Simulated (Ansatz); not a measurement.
# KTaO3 (Pm-3m) in Ansatz: notebook

One crystal, KTaO3, is run at these levels: PBEsol; tasks: single point.

Everything below comes from runs of Ansatz 0.2.0. Logs are shortened: lines on timing, memory, paths and dates and some standing lists are left out, and cuts for length are marked.

## 1. Starting point

Symmetry: Pm-3m, No. 221, cubic system. The conventional cell has a = 3.988 Å, b = 3.988 Å, c = 3.988 Å, α = 90.00°, β = 90.00°, γ = 90.00°. Ta (site symmetry m-3m) is surrounded by 6 O at 1.99 Å. K (site symmetry m-3m) is surrounded by 12 O at 2.82 Å. O (site symmetry 4/mmm) has 2 Ta at 1.99 Å as nearest neighbours.

## 2. Single point, PBEsol, 11.93 Å³/atom (volume scaled by 0.94)

File input.yaml:

```yaml
crystal:
  lattice:
    - [3.9068832774, 0.0, 0.0]
    - [0.0, 3.9068832774, 0.0]
    - [0.0, 0.0, 3.9068832774]
  atoms:
    - { symbol: Ta, position: [0.0, 0.0, 0.0] }
    - { symbol: K, position: [0.5, 0.5, 0.5] }
    - { symbol: O, position: [0.0, 0.0, 0.5] }
    - { symbol: O, position: [0.0, 0.5, 0.0] }
    - { symbol: O, position: [0.5, 0.0, 0.0] }
kpoints:
  mp_grid: { grid: [7, 7, 7] }
scf:
  occupations: { method: fermi_dirac, width: 0.05 }
hamiltonian:
  xc: pbesol
  pseudopotentials: { kind: all_electron, lapw: { basis_error: 0.001 } }
output:
  forces: true
  stress: true
  eigenvalues: true
```

Potentials or basis: all-electron LAPW, scalar-relativistic.

Command:

```
$ ansatz run input.yaml --threads 4 --pin off --max-ram 12288MiB --backend cpu --events-out ev --progress --plain --runs-dir out
```

What it wrote:

```text
Warning: RAYON_NUM_THREADS=4 ignored (pool sized by the plan → 4); use --threads N
LAPW: plane waves up to 11.332 Å⁻¹, error target 1.0e-3 eV per atom; small_component_spin mean_spin; O in spheres of 0.829 Å, 8 of its electrons in bands, Dirac shells []; K in spheres of 1.125 Å, 17 of its electrons in bands, Dirac shells []; Ta in spheres of 1.125 Å, 45 of its electrons in bands, Dirac shells [] (how accurate: hamiltonian.pseudopotentials.lapw.basis_error, Limitations)
Engine: ansatz 0.2.0, x86_64-unknown-linux-gnu
Pseudopotentials: kind: all_electron
Pseudopotential: Ta, LAPW, valence charge 45, lapw/all_electron/scalar/gaussian/Ta, Koelling and Harmon's equation, gaussian nucleus
Pseudopotential: K, LAPW, valence charge 17, lapw/all_electron/scalar/gaussian/K, Koelling and Harmon's equation, gaussian nucleus
Pseudopotential: O, LAPW, valence charge 8, lapw/all_electron/scalar/gaussian/O, Koelling and Harmon's equation, gaussian nucleus
Functional definition: PBEsol
  exchange = pbesol_x
  correlation = pbesol_c
Crystal: 5 atoms, lattice volume = 59.634 Å³
Basis set: ecut = 489.2171769062336 eV, 1419 PW (Γ), exchange–correlation at level 2
Bands: 52, of which v1, the nominal top of the filled ones, is band 43 counted from 1 (42 counted from 0)
Symmetry: 48 space group operations
Space group: Pm-3m (ITA 221), of the structure as read, at distance tolerance 3.9e-5 Å
k-points: 20 of 343
Non-local potential: Ta, projectors of the file, none
Non-local potential: K, projectors of the file, none
Non-local potential: O, projectors of the file, none
Initial density: superposition of atomic densities (chi_scale 0.1, normalization cell, long waves kept (reshape's long-wave potential 0.00 eV rms))
Initial wavefunctions: plane waves of lowest kinetic energy (no species holds an atomic orbital)
Functional: x = pbesol(κ = 0.804, μ = 0.12345679012345678), c = pbesol(β = 0.046)
iter 1 solved again at ethr=1.57e-2 eV; its pass at ethr=1.00e-1 eV (dr2=1.35e1 eV) is discarded
SCF iter   1: F=—  HF=-446943.292906 eV  |F-HF|=—  |Δ(HF+E_count)|=         —  Δρ=1.44e-1  dr2=1.35e1  ethr=1.57e-2  ⟨swp⟩=2.0  Hψ=6697  notcnv=0
preconditioner: auto → Resta (q_TF=auto, 2.900 Å⁻¹)  ε∞=3.4  [insulator: Δε(μ)=6.051 eV  Ē_g=22.495 eV  σ=0.050 eV  W_gap=1.00  n_scr=26 (ndim 8)  ℏωp=34.7 eV  f_vac=0.033  D(μ)=0.00/eV (n_scr^D=0)  ε∞_Penn≈3.4]
iter 2 solved again at ethr=2.48e-4 eV; its pass at ethr=1.57e-2 eV (dr2=2.13e-1 eV) is discarded
SCF iter   2: F=—  HF=-446937.983977 eV  |F-HF|=—  |Δ(HF+E_count)|=    5.31e0  Δρ=3.00e-2  dr2=2.13e-1  ethr=2.48e-4  ⟨swp⟩=2.2  Hψ=5247  notcnv=0
SCF iter   3: F=—  HF=-446937.591828 eV  |F-HF|=—  |Δ(HF+E_count)|=   3.92e-1  Δρ=2.77e-2  dr2=5.20e-1  ethr=2.48e-4  ⟨swp⟩=3.0  Hψ=3343  notcnv=0
SCF iter   4: F=—  HF=-446937.594224 eV  |F-HF|=—  |Δ(HF+E_count)|=         —  Δρ=5.61e-3  dr2=3.09e-2  ethr=2.48e-4  ⟨swp⟩=3.0  Hψ=3172  notcnv=0
the basis was enlarged: its passes take 266.6 KiB over the memory plan, 4 of 4 planned eigensolver slots
SCF iter   5: F=—  HF=-446937.502274 eV  |F-HF|=—  |Δ(HF+E_count)|=   9.19e-2  Δρ=5.47e-3  dr2=2.16e-2  ethr=3.59e-5  ⟨swp⟩=2.0  Hψ=3171  notcnv=0
SCF iter   6: F=—  HF=-446937.497963 eV  |F-HF|=—  |Δ(HF+E_count)|=   4.31e-3  Δρ=3.89e-3  dr2=1.17e-2  ethr=2.51e-5  ⟨swp⟩=3.0  Hψ=3239  notcnv=0
SCF iter   7: F=—  HF=-446937.494710 eV  |F-HF|=—  |Δ(HF+E_count)|=   3.25e-3  Δρ=1.59e-3  dr2=2.01e-3  ethr=1.36e-5  ⟨swp⟩=2.0  Hψ=2890  notcnv=0
SCF iter   8: F=—  HF=-446937.494099 eV  |F-HF|=—  |Δ(HF+E_count)|=   6.10e-4  Δρ=2.68e-4  dr2=5.71e-5  ethr=2.34e-6  ⟨swp⟩=2.0  Hψ=2980  notcnv=0
SCF iter   9: F=—  HF=-446937.494083 eV  |F-HF|=—  |Δ(HF+E_count)|=   1.63e-5  Δρ=3.20e-5  dr2=7.57e-7  ethr=6.64e-8  ⟨swp⟩=2.0  Hψ=2980  notcnv=0
SCF iter  10: F=-446937.494083 eV  HF=-446937.494083 eV  |F-HF|=2.04e-9  |Δ(HF+E_count)|=   2.90e-7  Δρ=5.74e-6  dr2=1.59e-8  ethr=8.81e-10  ⟨swp⟩=3.0  Hψ=3048  notcnv=0
SCF 1 converged in 10 iterations: F = -446937.494083 eV  dr2 = 1.59e-8
SCF converged after 10 iterations
Free energy (F): -446937.494083 eV
Harris-Foulkes:  -446937.494083 eV  (|F-HF|=2.04e-9)
Internal energy: -446937.494083 eV  (E = F + TS)
E sigma→0 (E₀):  -446937.494083 eV
Fermi energy:    12.782707 eV
--- Per-component energies (eV) ---
  E_band       = -10777.518244
  E_kinetic    = 496361.140922
  E_xc         = -10066.550037
  E_electrostatic = -933232.084968  (all electrons and nuclei)
  E_smearing   = -0.000000  (= −TS)
  E_closure    = 0.000000  (closes the sum)
  E_atoms      = -446896.733253  (free atoms, spherical and without spin; not in F)
  Σ components = -446937.494083   (vs F -446937.494083, Δ=0.00e0)
  Basis errors (estimates in eV, not in F): energy 4.3e-4 per atom: plane waves 3.9e-4 (2.3e-4 summed), levels above the bands 9.9e-90, relativity 4.3e-8, radial functions 4.4e-5, core shells 2.6e-12; eigenvalues (radial functions only) 2.7e-5; not estimated: angular momenta, meshes, grids; target (lapw.basis_error) 1.0e-3; muffin-tin radii O 0.829 Å, K 1.125 Å, Ta 1.125 Å
--- Forces (eV/Å), atoms counted from 1 ---
  atom   1  Ta    -0.00000000     0.00000000     0.00000000
  atom   2  K     -0.00000000     0.00000000    -0.00000000
  atom   3  O      0.00000000     0.00000000    -0.00000000
  atom   4  O      0.00000000    -0.00000000     0.00000000
  atom   5  O      0.00000000    -0.00000000     0.00000000
  max |Σ_I F_I| component: 3.68e-29 eV/Å
--- Stress (GPa, compression-positive) ---
       13.725533       0.000000       0.000000
        0.000000      13.725533       0.000000
        0.000000       0.000000      13.725533
  P = ⅓ Tr σ = 13.7255 GPa (137.255 kbar)
--- Band table (eV; the first three rows and the last of 20) ---
  k-point 0: bands = ["-521.5050", "-490.4086", "-490.4086", "-490.4086", "-382.2030", "-382.2030", "-382.2030", "-332.6814", "-259.7052", "-259.7052", "-259.7052", "-204.0017", "-204.0017", "-204.0017", "-203.9809", "-203.9809", "-55.3755", "-22.0318", "-22.0318", "-22.0318", "-15.4226", "-7.1132", "-7.1132", "-7.1132", "-7.1018", "-7.0953", "-7.0953", "-7.0953", "-6.0392", "-5.3159", "-5.3159", "0.9325", "0.9325", "0.9325", "9.2630", "9.2630", "9.2630", "10.4815", "10.4815", "10.4815", "11.0847", "11.0847", "11.0847", "13.9036", "13.9036", "13.9036", "18.5896", "19.1838", "19.1838", "19.5645", "19.5645", "22.9850"]
  k-point 1: bands = ["-521.5050", "-490.4086", "-490.4086", "-490.4086", "-382.2030", "-382.2030", "-382.2030", "-332.6814", "-259.7052", "-259.7052", "-259.7052", "-204.0017", "-204.0017", "-204.0017", "-203.9809", "-203.9809", "-55.3753", "-22.0559", "-22.0308", "-22.0308", "-15.4146", "-7.1391", "-7.1128", "-7.1128", "-7.1019", "-7.0954", "-7.0947", "-7.0947", "-5.9750", "-5.3104", "-5.1559", "0.9414", "0.9414", "0.9695", "8.7633", "9.2174", "9.2174", "10.1595", "10.1595", "10.3724", "10.4581", "10.9811", "10.9811", "13.9388", "14.5813", "14.5813", "18.9642", "19.2097", "19.7493", "19.8356", "20.1803", "22.8030"]
  k-point 2: bands = ["-521.5050", "-490.4086", "-490.4086", "-490.4086", "-382.2030", "-382.2030", "-382.2030", "-332.6814", "-259.7052", "-259.7052", "-259.7052", "-204.0017", "-204.0017", "-204.0017", "-203.9809", "-203.9809", "-55.3750", "-22.1093", "-22.0287", "-22.0287", "-15.3967", "-7.1781", "-7.1121", "-7.1121", "-7.1020", "-7.0956", "-7.0933", "-7.0933", "-5.9456", "-5.2980", "-4.6479", "0.9614", "0.9614", "1.0536", "7.3497", "9.0893", "9.0893", "9.6087", "9.6087", "9.7394", "10.1419", "10.8911", "10.8911", "14.0204", "15.8944", "15.8944", "19.2332", "19.7962", "20.4961", "20.5020", "21.7517", "22.4160"]
  k-point 19: bands = ["-521.5050", "-490.4086", "-490.4086", "-490.4086", "-382.2030", "-382.2030", "-382.2030", "-332.6814", "-259.7052", "-259.7052", "-259.7052", "-204.0017", "-204.0017", "-204.0017", "-203.9809", "-203.9809", "-55.3731", "-22.1393", "-22.1391", "-22.1391", "-15.3431", "-7.1971", "-7.1958", "-7.1958", "-7.1025", "-7.0895", "-7.0895", "-7.0895", "-4.1686", "-4.1009", "-4.1009", "0.6139", "0.6139", "0.6729", "6.1614", "6.1614", "6.1835", "7.4875", "7.5908", "7.5908", "11.5179", "11.5179", "11.5762", "18.3931", "18.4755", "18.4755", "20.8709", "20.8709", "20.9530", "22.8933", "23.7186", "23.7186"]
```

Wall time 17 s (4 threads of Intel Xeon Platinum 8375C at 2.90GHz (Ice Lake), shared host); peak memory 0.67 GiB.

What came out:

- Free energy: -446937.4941 eV
- Pressure: 13.7 GPa
- Band gap on the k mesh: 2.33 eV, indirect (least direct gap 2.82 eV)

Caveat: spin-orbit coupling is left out, which moves the levels of the heavy elements; an odd mesh through Γ misses points on the zone boundary, where band edges often lie.

## 3. Single point, PBEsol, 12.18 Å³/atom (volume scaled by 0.96)

input.yaml, as its differences from that of step 2:

```diff
@@ -2,5 +2,5 @@
   lattice:
-    - [3.9068832774, 0.0, 0.0]
-    - [0.0, 3.9068832774, 0.0]
-    - [0.0, 0.0, 3.9068832774]
+    - [3.9343974464, 0.0, 0.0]
+    - [0.0, 3.9343974464, 0.0]
+    - [0.0, 0.0, 3.9343974464]
   atoms:
```

Potentials or basis: all-electron LAPW, scalar-relativistic.

Command:

```
$ ansatz run input.yaml --threads 4 --pin off --max-ram 12288MiB --backend cpu --events-out ev --progress --plain --runs-dir out
```

It took 15 s on 4 threads of Intel Xeon Platinum 8375C at 2.90GHz (Ice Lake), shared host; peak memory 0.66 GiB.

The run converged. Its results:

* Free energy: -446937.5817 eV
* Pressure: 8.5 GPa
* Band gap on the k mesh: 2.28 eV, indirect (least direct gap 2.80 eV)

Caveat: spin-orbit coupling is left out, which moves the levels of the heavy elements; an odd mesh through Γ misses points on the zone boundary, where band edges often lie.

## 4. Single point, PBEsol, 12.43 Å³/atom (volume scaled by 0.98)

input.yaml, as its differences from that of step 3:

```diff
@@ -2,5 +2,5 @@
   lattice:
-    - [3.9343974464, 0.0, 0.0]
-    - [0.0, 3.9343974464, 0.0]
-    - [0.0, 0.0, 3.9343974464]
+    - [3.9615320794, 0.0, 0.0]
+    - [0.0, 3.9615320794, 0.0]
+    - [0.0, 0.0, 3.9615320794]
   atoms:
```

Command:

```
$ ansatz run input.yaml --threads 4 --pin off --max-ram 12288MiB --backend cpu --events-out ev --progress --plain --runs-dir out
```

It took 16 s on 4 threads of Intel Xeon Platinum 8375C at 2.90GHz (Ice Lake), shared host; peak memory 0.66 GiB.

The run converged. Its results:

```yaml
Free_energy: -446937.6299 eV
Pressure: 3.8 GPa
Band_gap_on_the_k_mesh: 2.24 eV, indirect (least direct gap 2.77 eV)
```

Caveat: spin-orbit coupling is left out, which moves the levels of the heavy elements; an odd mesh through Γ misses points on the zone boundary, where band edges often lie.

## 5. Single point, PBEsol, 12.69 Å³/atom

input.yaml, as its differences from that of step 4:

```diff
@@ -2,5 +2,5 @@
   lattice:
-    - [3.9615320794, 0.0, 0.0]
-    - [0.0, 3.9615320794, 0.0]
-    - [0.0, 0.0, 3.9615320794]
+    - [3.9883, 0.0, 0.0]
+    - [0.0, 3.9883, 0.0]
+    - [0.0, 0.0, 3.9883]
   atoms:
```

Command:

```
$ ansatz run input.yaml --threads 4 --pin off --max-ram 12288MiB --backend cpu --events-out ev --progress --plain --runs-dir out
```

Wall time 15 s (4 threads of Intel Xeon Platinum 8375C at 2.90GHz (Ice Lake), shared host); peak memory 0.66 GiB.

It converged, with:

| Item | Value |
| --- | --- |
| Free energy | -446937.6428 eV |
| Pressure | -0.4 GPa |
| Band gap on the k mesh | 2.20 eV, indirect (least direct gap 2.74 eV) |

Caveat: spin-orbit coupling is left out, which moves the levels of the heavy elements; an odd mesh through Γ misses points on the zone boundary, where band edges often lie.

## 6. Single point, PBEsol, 12.94 Å³/atom (volume scaled by 1.02)

input.yaml, as its differences from that of step 5:

```diff
@@ -2,5 +2,5 @@
   lattice:
-    - [3.9883, 0.0, 0.0]
-    - [0.0, 3.9883, 0.0]
-    - [0.0, 0.0, 3.9883]
+    - [4.0147133525, 0.0, 0.0]
+    - [0.0, 4.0147133525, 0.0]
+    - [0.0, 0.0, 4.0147133525]
   atoms:
```

Potentials or basis: all-electron LAPW, scalar-relativistic.

Command:

```
$ ansatz run input.yaml --threads 4 --pin off --max-ram 12288MiB --backend cpu --events-out ev --progress --plain --runs-dir out
```

Run time: 16 s. Hardware: 4 threads of Intel Xeon Platinum 8375C at 2.90GHz (Ice Lake), shared host; peak memory 0.67 GiB.

It converged, with:

| Item | Value |
| --- | --- |
| Free energy | -446937.6241 eV |
| Pressure | -4.2 GPa |
| Band gap on the k mesh | 2.16 eV, indirect (least direct gap 2.71 eV) |

Caveat: spin-orbit coupling is left out, which moves the levels of the heavy elements; an odd mesh through Γ misses points on the zone boundary, where band edges often lie.

## 7. Single point, PBEsol, 13.20 Å³/atom (volume scaled by 1.04)

input.yaml, as its differences from that of step 6:

```diff
@@ -2,5 +2,5 @@
   lattice:
-    - [4.0147133525, 0.0, 0.0]
-    - [0.0, 4.0147133525, 0.0]
-    - [0.0, 0.0, 4.0147133525]
+    - [4.0407836503, 0.0, 0.0]
+    - [0.0, 4.0407836503, 0.0]
+    - [0.0, 0.0, 4.0407836503]
   atoms:
```

Command:

```
$ ansatz run input.yaml --threads 4 --pin off --max-ram 12288MiB --backend cpu --events-out ev --progress --plain --runs-dir out
```

Run time: 15 s. Hardware: 4 threads of Intel Xeon Platinum 8375C at 2.90GHz (Ice Lake), shared host; peak memory 0.66 GiB.

Results (log left out):

```
Free energy            : -446937.5770 eV
Pressure               : -7.6 GPa
Band gap on the k mesh : 2.11 eV, indirect (least direct gap 2.68 eV)
```

Caveat: spin-orbit coupling is left out, which moves the levels of the heavy elements; an odd mesh through Γ misses points on the zone boundary, where band edges often lie.

## 8. Single point, PBEsol, 13.45 Å³/atom (volume scaled by 1.06)

input.yaml, as its differences from that of step 7:

```diff
@@ -2,5 +2,5 @@
   lattice:
-    - [4.0407836503, 0.0, 0.0]
-    - [0.0, 4.0407836503, 0.0]
-    - [0.0, 0.0, 4.0407836503]
+    - [4.0665218197, 0.0, 0.0]
+    - [0.0, 4.0665218197, 0.0]
+    - [0.0, 0.0, 4.0665218197]
   atoms:
```

Command:

```
$ ansatz run input.yaml --threads 4 --pin off --max-ram 12288MiB --backend cpu --events-out ev --progress --plain --runs-dir out
```

Run time: 16 s. Hardware: 4 threads of Intel Xeon Platinum 8375C at 2.90GHz (Ice Lake), shared host; peak memory 0.66 GiB.

Results (log left out):

| Item | Value |
| --- | --- |
| Free energy | -446937.5046 eV |
| Pressure | -10.6 GPa |
| Band gap on the k mesh | 2.07 eV, indirect (least direct gap 2.64 eV) |

Caveat: spin-orbit coupling is left out, which moves the levels of the heavy elements; an odd mesh through Γ misses points on the zone boundary, where band edges often lie.
